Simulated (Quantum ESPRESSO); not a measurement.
Crystal: MnO.

```xyz
2
Lattice="0.0000 2.2239 2.2239 2.2239 0.0000 2.2239 2.2239 2.2239 0.0000" Properties=species:S:1:pos:R:3 pbc="T T T"
Mn    0.0000    0.0000    0.0000
O     2.2239    2.2239    2.2239
```

The cell is a database's computed one.

* Program: Quantum ESPRESSO 7.5
* Task: Hubbard U by linear response
* Functional: LDA
* Potentials or basis: GBRV 1.5 LDA
* Cutoff: 612 eV
* Density cutoff: 4898 eV
* k mesh: 10 × 10 × 10
* Occupations: fermi-dirac, width 0.05 eV
* Spin: collinear spin, ferromagnetic start
* Starting moments: [4.0, 0.0] μB
* Hubbard terms: Mn d U = 4 eV
* Start of the occupations: default
* Hubbard projectors: atomic
* Form of the LDA correlation: PZ81
* Mixing beta: 0.3
* Most SCF iterations: 120
* SCF threshold: 4e-10 Ry
* q mesh: 2 × 2 × 2

What Hubbard parameters does linear response give?

U = 2.48 eV on Mn 3d. The values belong to these projectors, potentials and this ground state, and don't carry over to other codes.

Hubbard U from linear response:
```
site  manifold  U (eV)
   1     Mn-3d    2.48
```
On the first site the bare response is -0.094 and the screened one -0.076 eV⁻¹.

Eigenvalues of the final occupation matrices:
```
   site  spin  trace               eigenvalues
Mn 1 3d     1   4.99  1.00 1.00 1.00 1.00 1.00
Mn 1 3d     2   0.46  0.05 0.05 0.05 0.15 0.15
```

Caveat: a cell with one magnetic atom can't hold antiferromagnetic order, which such compounds often take.
